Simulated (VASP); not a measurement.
# Bi2Se3 (Paraguanajuatite) (R-3m) in VASP: notebook

Runs on Bi2Se3 (Paraguanajuatite). Level: PBE. Tasks: relaxation of cell and atoms.

Everything below comes from runs of VASP 6.6.1. Logs are shortened: lines on timing, memory, paths and dates and some standing lists are left out, and cuts for length are marked.

## Step 1: The structure

The structure is trigonal, space group R-3m (No. 166). The conventional cell has a = 4.143 Å, b = 4.143 Å, c = 28.636 Å, α = 90.00°, β = 90.00°, γ = 120.00°. Bi (site symmetry 3m) is surrounded by 6 Se at 2.85 to 3.07 Å. Se (site symmetry -3m) has 6 Bi at 3.07 Å as nearest neighbours. Se (site symmetry 3m) has 3 Bi at 2.85 Å as nearest neighbours.

## Step 2: Relaxation of cell and atoms, PBE

The input, INCAR:

```
SYSTEM = Bi2Se3
PREC = Accurate ; ENCUT = 300
EDIFF = 1E-6 ; ISMEAR = 0
SIGMA = 0.03 ; LREAL = .FALSE.
LASPH = .TRUE. ; NELM = 80
ALGO = Normal ; ISIF = 3
LWAVE = .FALSE. ; LCHARG = .FALSE.
GGA = PE ; IBRION = 2
NSW = 90 ; EDIFFG = -0.01
```

The input, KPOINTS:

```
Automatic mesh
0
G
  4 4 4
  0 0 0
```

The input, POSCAR:

```
Bi2Se3
1.0
    2.0715000000      1.1959810826      9.5453333333
   -2.0715000000      1.1959810826      9.5453333333
    0.0000000000     -2.3919621653      9.5453333333
Bi Se
2 3
Direct
    0.4008000000      0.4008000000      0.4008000000
    0.5992000000      0.5992000000      0.5992000000
    0.0000000000      0.0000000000      0.0000000000
    0.2117000000      0.2117000000      0.2117000000
    0.7883000000      0.7883000000      0.7883000000
```

Potentials or basis: VASP PAW PBE potentials, release 64 (Bi, Se).

Launch:

```
$ cat potpaw_PBE.64/Bi/POTCAR potpaw_PBE.64/Se/POTCAR > POTCAR
$ mpirun -np 1 vasp_std > vasp.out
```

OUTCAR:

```text
SYSTEM = Bi2Se3
   PREC = Accurate
   ENCUT = 300
   EDIFF = 1E-6
   ISMEAR = 0
   LREAL = .FALSE.
   LASPH = .TRUE.
   NELM = 80
   ISIF = 3
   GGA = PE
   IBRION = 2
   NSW = 90
   EDIFFG = -0.01

 ion  position               nearest neighbor table
   1  0.401  0.401  0.401-   5 2.85   5 2.85   5 2.85   3 3.07   3 3.07   3 3.07
   2  0.599  0.599  0.599-   4 2.85   4 2.85   4 2.85   3 3.07   3 3.07   3 3.07
   3  0.000  0.000  0.000-   2 3.07   2 3.07   1 3.07   1 3.07   2 3.07   1 3.07
   4  0.212  0.212  0.212-   2 2.85   2 2.85   2 2.85
   5  0.788  0.788  0.788-   1 2.85   1 2.85   1 2.85

  LATTYP: Found a trigonal (rhomboedric) cell.
 ALAT       =     9.8404710987
 COS(alpha) =     0.9113725833

  Lattice vectors:

 A1 = (   2.0715000000,   1.1959810826,   9.5453333333)
 A2 = (  -2.0715000000,   1.1959810826,   9.5453333333)
 A3 = (   0.0000000000,  -2.3919621653,   9.5453333333)

Analysis of symmetry for initial positions (statically):
=====================================================================
 Subroutine PRICEL returns:
 Original cell was already a primitive cell.

 Routine SETGRP: Setting up the symmetry group for a
 trigonal (rhombohedral) supercell.

 Subroutine GETGRP returns: Found 12 space group operations
 (whereof 12 operations were pure point group operations)
 out of a pool of 12 trial point group operations.

The static configuration has the point symmetry D_3d.

Analysis of symmetry for dynamics (positions and initial velocities):
=====================================================================
 Subroutine PRICEL returns:
 Original cell was already a primitive cell.

 Routine SETGRP: Setting up the symmetry group for a
 trigonal (rhombohedral) supercell.

 Subroutine GETGRP returns: Found 12 space group operations
 (whereof 12 operations were pure point group operations)
 out of a pool of 12 trial point group operations.

The dynamic configuration has the point symmetry D_3d.

 Subroutine INISYM returns: Found 12 space group operations
 (whereof 12 operations are pure point group operations),
 and found     1 'primitive' translations

----------------------------------------------------------------------------------------

                                     Primitive cell

  volume of cell :     141.8899

  direct lattice vectors                    reciprocal lattice vectors
     2.071500000  1.195981083  9.545333333     0.241370987  0.139355604  0.034921078
    -2.071500000  1.195981083  9.545333333    -0.241370987  0.139355604  0.034921078
     0.000000000 -2.391962165  9.545333333     0.000000000 -0.278711209  0.034921078

  length of vectors
     9.840471099  9.840471099  9.840471099     0.280890405  0.280890405  0.280890405

  position of ions in fractional coordinates (direct lattice)
     0.400800000  0.400800000  0.400800000
     0.599200000  0.599200000  0.599200000
     0.000000000  0.000000000  0.000000000
     0.211700000  0.211700000  0.211700000
     0.788300000  0.788300000  0.788300000

  ion indices of the primitive-cell ions
   primitive index   ion index
                 1           1
                 2           2
                 3           3
                 4           4
                 5           5

----------------------------------------------------------------------------------------

 KPOINTS: Automatic mesh

Automatic generation of k-mesh.
 Grid dimensions read from file:
 generate k-points for:    4    4    4

 Generating k-lattice:

  Cartesian coordinates                     Fractional coordinates (reciprocal lattice)
     0.060342747  0.034838901  0.008730270     0.250000000 -0.000000000  0.000000000
    -0.060342747  0.034838901  0.008730270    -0.000000000  0.250000000  0.000000000
     0.000000000 -0.069677802  0.008730270     0.000000000  0.000000000  0.250000000

  Length of vectors
     0.070222601  0.070222601  0.070222601

  Shift w.r.t. Gamma in fractional coordinates (k-lattice)
     0.000000000  0.000000000  0.000000000

 Subroutine IBZKPT returns following result:
 ===========================================

 Found     13 irreducible k-points:

 Following reciprocal coordinates:
            Coordinates               Weight
  0.000000  0.000000  0.000000      1.000000
  0.250000  0.000000 -0.000000      6.000000
  0.500000  0.000000 -0.000000      3.000000
  0.250000  0.250000 -0.000000      6.000000
  0.500000  0.250000 -0.000000     12.000000
 -0.250000  0.250000  0.000000      6.000000
  0.500000  0.500000 -0.000000      3.000000
  0.250000  0.250000  0.250000      2.000000
  0.500000  0.250000  0.250000      6.000000
 -0.250000  0.250000  0.250000      6.000000
  0.500000  0.500000  0.250000      6.000000
 -0.250000  0.500000  0.250000      6.000000
  0.500000  0.500000  0.500000      1.000000
   k-points           NKPTS =     13   k-points in BZ     NKDIM =     13   number of bands    NBANDS=     18
   number of dos      NEDOS =    301   number of ions     NIONS =      5
   total plane-waves  NPLWV = 175616
   dimension x,y,z NGX =    56 NGY =   56 NGZ =   56
   dimension x,y,z NGXF=   112 NGYF=  112 NGZF=  112
   ions per type =               2   3
   NGX,Y,Z   is equivalent  to a cutoff of   9.46,  9.46,  9.46 a.u.
   NGXF,Y,Z  is equivalent  to a cutoff of  18.92, 18.92, 18.92 a.u.
 SYSTEM =  Bi2Se3
   PREC   = accura    normal or accurate (medium, high low for compatibility)
   ISTART =      0    job   : 0-new  1-cont  2-samecut
   ICHARG =      2    charge: 1-file 2-atom 10-const
   ISPIN  =      1    spin polarized calculation?
   LNONCOLLINEAR =      F non collinear calculations
   LSORBIT =      F    spin-orbit coupling
   LASPH  =      T    aspherical Exc in radial PAW
   ENCUT  =  300.0 eV  22.05 Ry    4.70 a.u.  13.90 13.90 13.90*2*pi/ulx,y,z
   NELM   =     80;   NELMIN=  2; NELMDL= -5     # of ELM steps
   EDIFF  = 0.1E-05   stopping-criterion for ELM
   LREAL  =      F    real-space projection
   EDIFFG = -.1E-01   stopping-criterion for IOM
   NSW    =     90    number of steps for IOM
   IBRION =      2    ionic relax: 0-MD 1-quasi-New 2-CG
   NFREE  =      1    steps in history (QN), initial steepest desc. (CG)
   ISIF   =      3    stress and relaxation
   ISYM   =      2    0-nonsym 1-usesym 2-fastsym
   POTIM  = 0.5000    time-step for ionic-motion
   TEBEG  =    0.0;   TEEND  =   0.0 temperature during run
   PSTRESS=    0.0 pullay stress
   NELECT =      28.0000    total number of electrons
   NUPDOWN=      -1.0000    fix difference up-down
   EMIN   =  10.00;   EMAX   =-10.00  energy-range for DOS
   EFERMI =   0.00;   METHOD = LEGACY
   ISMEAR =     0;   SIGMA  =   0.03  broadening in eV -4-tet -1-fermi 0-gaus
   EFERMI_NEDOS =   21; number of points for ismear=-14 and -15
   IALGO  =     38    algorithm
   IMIX   =      4    mixing-type and parameters
     AMIX     =   0.40;   BMIX     =  1.00
     AMIX_MAG =   1.60;   BMIX_MAG =  1.00
  volume/ion in A,a.u.               =      28.38       191.50
  Fermi-wavevector in a.u.,A,eV,Ry     =   0.953111  1.801119 12.359821  0.908421
  Thomas-Fermi vector in A             =   2.081736
   LORBIT       =      0    0 simple, 1 ext, 2 COOP (PROOUT), +10 PAW based schemes
   GGA     = PE    functional components
   LHFCALC =     F    Hartree Fock is set to
   AEXX    =    0.0000 exact exchange contribution
   IVDW    =     0    specifies the selected vdW correction
   LEPSILON=     F    determine dielectric tensor
   LRPA    =     F    only Hartree local field effects (RPA)
 conjugate gradient relaxation of ions
 non-spin polarized calculation
 Gauss-broadening in eV      SIGMA  =   0.03
  energy-cutoff  :      300.00
  volume of cell :      141.89
 maximum number of plane-waves:      1696
   NGX = 27   NGY = 27   NGZ = 27

--------------------------------------- Ionic step        1  -------------------------------------------

 number of electron      28.0000006 magnetization

 Free energy of the ion-electron system (eV)
  ---------------------------------------------------
  ext. energy  EPLUGINS =         0.00000000
  ---------------------------------------------------
  free energy    TOTEN  =       -20.16900511 eV

  energy without entropy =      -20.16900511  energy(sigma->0) =      -20.16900511

------------------------ aborting loop because EDIFF is reached ----------------------------------------

  FORCE on cell =-STRESS in cart. coord.  units (eV):
  Direction    XX          YY          ZZ          XY          YZ          ZX
  --------------------------------------------------------------------------------------
  -------------------------------------------------------------------------------------
  Total        2.1833664      2.1833664      2.0611942      0.0000000     -0.0000000      0.0000000
  in kB       24.6538987     24.6538987     23.2743684      0.0000000     -0.0000000      0.0000000
  external PRESSURE =      24.1940553 kB  Pullay stress =       0.0000000 kB
[... 98 lines left out ...]
  FREE ENERGIE OF THE ION-ELECTRON SYSTEM (eV)
  ---------------------------------------------------
  free  energy   TOTEN  =       -20.2088147833 eV

  energy  without entropy=      -20.2088147833  energy(sigma->0) =      -20.20881478

[... ionic steps 4 to 13 ...]

--------------------------------------- Ionic step       14  -------------------------------------------

 number of electron      28.0000008 magnetization

------------------------ aborting loop because EDIFF is reached ----------------------------------------

  FORCE on cell =-STRESS in cart. coord.  units (eV):
  Direction    XX          YY          ZZ          XY          YZ          ZX
  --------------------------------------------------------------------------------------
  -------------------------------------------------------------------------------------
  Total       -0.2623550     -0.2623550     -0.2325297      0.0000000      0.0000000      0.0000000
  in kB       -2.6676192     -2.6676192     -2.3643565      0.0000000      0.0000000      0.0000000
  external PRESSURE =      -2.5665316 kB  Pullay stress =       0.0000000 kB
[... 63 lines left out ...]
  energy  without entropy=      -20.2431325715  energy(sigma->0) =      -20.24313257

--------------------------------------- Ionic step       16  -------------------------------------------

 number of electron      28.0000007 magnetization

 Free energy of the ion-electron system (eV)
  ---------------------------------------------------
  ext. energy  EPLUGINS =         0.00000000
  ---------------------------------------------------
  free energy    TOTEN  =       -20.24378964 eV

  energy without entropy =      -20.24378964  energy(sigma->0) =      -20.24378964

 E-fermi :   3.1205     XC(G=0):  -8.8565

 val. band max:        2.9701844560   @ k =   0.0000   0.0000   0.0000
 cond. band min:       3.6377863629   @ k =   0.0000   0.0000   0.0000
 fundamental gap:      0.6676019069
 Fermi energy:         3.1205448843

 k-point     1 :       0.0000    0.0000    0.0000
  band No.  band energies     occupation
      1     -10.7227      2.00000
      2     -10.1706      2.00000
      3      -9.1390      2.00000
      4      -6.1954      2.00000
      5      -5.2424      2.00000
      6       1.3420      2.00000
[... 10 lines left out ...]
     17       4.9230      0.00000
     18       5.4556      0.00000
[... 282 lines left out ...]
  FREE ENERGIE OF THE ION-ELECTRON SYSTEM (eV)
  ---------------------------------------------------
  free  energy   TOTEN  =       -20.2437896417 eV

  energy  without entropy=      -20.2437896417  energy(sigma->0) =      -20.24378964

 reached required accuracy - stopping structural energy minimisation
```

It took 7.6 min on 1 thread of AMD EPYC 9R45 (Zen 5), shared host; peak memory 0.42 GiB.

What came out:

- Free energy: -20.2438 eV
- Relaxed volume: 31.44 Å³/atom
- Relaxed cell: a = 10.627 Å, b = 10.627 Å, c = 10.627 Å, α = 22.73°, β = 22.73°, γ = 22.73°
- Space group after relaxing (to 0.05 Å): R-3m (No. 166)
- Energy gained by relaxing: 15.0 meV/atom
- Ionic steps: 16
- Pressure after relaxing: 0.0 GPa
- Largest force after relaxing: 0.005 eV/Å
- Band gap on the k mesh: 0.67 eV, direct

Forces on the atoms (eV/Å):
```
Bi   0.000  0.000  0.005
Bi   0.000  0.000 -0.005
Se   0.000  0.000  0.000
Se   0.000  0.000  0.004
Se   0.000  0.000 -0.004
```

The path:
```tsv
step	energy change (eV)	largest force (eV/Å)	pressure (GPa)	volume (Å³)
1	0.0000	0.2233	2.42	141.89
2	-0.0204	0.3824	-1.44	150.87
3	-0.0398	0.1660	0.04	147.06
4	-0.0421	0.1390	0.03	147.36
5	-0.0467	0.1178	-0.02	148.28
6	-0.0450	0.2612	-0.09	150.12
7	-0.0477	0.1740	-0.05	148.99
8	-0.0496	0.1584	-0.05	149.14
9	-0.0547	0.1101	-0.03	149.60
10	-0.0618	0.0188	0.02	150.53
11	-0.0649	0.1793	0.20	152.36
12	-0.0681	0.1589	0.10	153.35
13	-0.0733	0.0921	-0.16	156.31
14	-0.0739	0.0683	-0.26	157.57
15	-0.0741	0.0494	0.26	156.89
16	-0.0748	0.0055	0.02	157.20
```

Final structure:
```yaml
crystal:
  lattice:
    - [2.09408, 1.20902, 10.34826]
    - [-2.09408, 1.20902, 10.34826]
    - [0.00000, -2.41804, 10.34826]
  atoms:
    - { symbol: Bi, position: [0.39580, 0.39580, 0.39580] }
    - { symbol: Bi, position: [0.60420, 0.60420, 0.60420] }
    - { symbol: Se, position: [0.00000, 0.00000, 0.00000] }
    - { symbol: Se, position: [0.22056, 0.22056, 0.22056] }
    - { symbol: Se, position: [0.77944, 0.77944, 0.77944] }
```

Caveat: the k mesh is coarse (spacing up to 0.44 Å⁻¹), so the values aren't converged; spin-orbit coupling is left out, which as a rule narrows the gap of such compounds by several tenths of an eV; the volume moved by +11 % from the deposited cell, more than functionals usually miss. PBE usually gives volumes a little too large and moduli too small.

## Step 3: Relaxation of cell and atoms, PBE

This run uses another cell than the first one, of 31.44 Å³/atom, 1.108 times its volume.

The input, INCAR:

```
SYSTEM = Bi2Se3
PREC = Accurate ; ENCUT = 300
EDIFF = 1E-7 ; ISMEAR = 0
SIGMA = 0.03 ; LREAL = .FALSE.
LASPH = .TRUE. ; NELM = 80
ALGO = Normal ; ISIF = 3
LWAVE = .FALSE. ; LCHARG = .FALSE.
GGA = PE ; IBRION = 2
NSW = 90 ; EDIFFG = -0.005
```

KPOINTS is that of step 2.

The input, POSCAR:

```
Bi2Se3                                  
1.0
    2.0940826871      1.2090192031     10.3482625863
   -2.0940826871      1.2090192031     10.3482625863
    0.0000000000     -2.4180384062     10.3482625863
  Bi              Se            
     2     3
Direct
     0.3958009533800714    0.3958009533800714    0.3958009533800712
     0.6041990466199285    0.6041990466199285    0.6041990466199291
     0.0000000000000000    0.0000000000000000    0.0000000000000000
     0.2205586311117027    0.2205586311117027    0.2205586311117017
     0.7794413688882970    0.7794413688882970    0.7794413688882982
```

Potentials or basis: VASP PAW PBE potentials, release 64 (Bi, Se).

Launch:

```
$ cat potpaw_PBE.64/Bi/POTCAR potpaw_PBE.64/Se/POTCAR > POTCAR
$ mpirun -np 1 vasp_std > vasp.out
```

Wall time 2.2 min (1 thread of AMD EPYC 9R45 (Zen 5), shared host); peak memory 0.48 GiB.

Results (log left out):

```yaml
Free_energy: -20.2451 eV
Relaxed_volume: 31.47 Å³/atom
Relaxed_cell: a = 10.630 Å, b = 10.630 Å, c = 10.630 Å, α = 22.73°, β = 22.73°, γ = 22.73°
Space_group_after_relaxing_to_0.05_Å: R-3m (No. 166)
Energy_gained_by_relaxing: 0.0 meV/atom
Ionic_steps: 4
Pressure_after_relaxing: 0.0 GPa
Largest_force_after_relaxing: 0.004 eV/Å
Band_gap_on_the_k_mesh: 0.67 eV, direct
```

Forces on the atoms (eV/Å):
```
Bi   0.000  0.000 -0.001
Bi   0.000  0.000  0.001
Se   0.000  0.000  0.000
Se   0.000  0.000  0.004
Se   0.000  0.000 -0.004
```

Final structure:
```yaml
crystal:
  lattice:
    - [2.09470, 1.20938, 10.35076]
    - [-2.09470, 1.20938, 10.35076]
    - [0.00000, -2.41876, 10.35076]
  atoms:
    - { symbol: Bi, position: [0.39582, 0.39582, 0.39582] }
    - { symbol: Bi, position: [0.60418, 0.60418, 0.60418] }
    - { symbol: Se, position: [0.00000, 0.00000, 0.00000] }
    - { symbol: Se, position: [0.22058, 0.22058, 0.22058] }
    - { symbol: Se, position: [0.77942, 0.77942, 0.77942] }
```

Levels at points of the mesh, in eV from the valence-band top:
| k point | band 12 | band 13 | band 14 | band 15 | band 16 | band 17 |
| --- | --- | --- | --- | --- | --- | --- |
| (0.00, 0.00, 0.00) | -0.74 | -0.74 | 0.00 | 0.67 | 1.96 | 1.96 |
| (0.50, 0.00, 0.00) | -1.25 | -0.83 | -0.42 | 1.41 | 2.60 | 3.18 |
| (0.50, 0.50, 0.00) | -1.09 | -0.94 | -0.75 | 1.71 | 2.52 | 2.83 |
| (0.50, 0.50, 0.50) | -0.79 | -0.79 | -0.25 | 0.81 | 2.04 | 2.04 |

Caveat: the k mesh is coarse (spacing up to 0.44 Å⁻¹), so the values aren't converged; spin-orbit coupling is left out, which as a rule narrows the gap of such compounds by several tenths of an eV. A k mesh can miss the band edges.
